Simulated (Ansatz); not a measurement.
## BN under changes of volume

One of the cells (9.145 Å³/atom); the others are scaled copies at fixed shape and fractional positions:

```
CELL_PARAMETERS angstrom
1.25112 0.72234 3.37293
-1.25112 0.72234 3.37293
0.00000 -1.44467 3.37293
ATOMIC_POSITIONS crystal
N 0.66724 0.66724 0.66724
B 0.00033 0.00033 0.00033
```

The cell is a database's computed one.

* Program: Ansatz 0.2.0
* Functional: PBEsol
* Potentials or basis: Ansatz PAW
* Cutoff: 420 eV (not typed: the program's choice for these potentials)
* k mesh: 12 × 12 × 12
* Occupations: fermi-dirac, width 0.05 eV
* Spin: no spin polarisation

```csv
volume (Å³/atom),energy over the lowest point (meV/atom),pressure (GPa),gap on the mesh (eV),largest force (eV/Å)
8.596,29.67,17.4,4.26,0.002
8.779,13.35,11.3,4.23,0.000
8.962,?,?,?,?
9.145,0.00,0.7,4.19,0.003
9.328,1.84,-3.9,4.16,0.004
9.510,8.71,-8.1,4.14,0.005
9.693,20.19,-11.9,4.12,0.006
```

What does the run at 8.962 Å³/atom give?

Energy over the lowest point 3.66 meV/atom; pressure 5.8 GPa; gap on the mesh 4.21 eV; largest force 0.001 eV/Å.

Worked out: A Birch-Murnaghan fit of order 3 (a polynomial in V^(-2/3)) to the other rows has its minimum at 9.17 Å³/atom with B0 = V·E''(V) = 239 GPa and B' = 3.5 at fixed shape and positions, which overstates the stiffness. It gives 3.65 meV/atom at 8.962 Å³/atom, against the run's 3.66, and -dE/dV = 5.8 GPa, against 5.8. A straight line through the other rows of the gap, of slope -1.16 eV per unit of ln V, gives 4.21 eV, against the run's 4.21.

Energies are extrapolated to zero smearing.

Caveats: the PAW data sets come from PBE, with cores solved anew for the run's functional, which leaves a small shift of forces and pressure.

A mesh can miss the band edges.
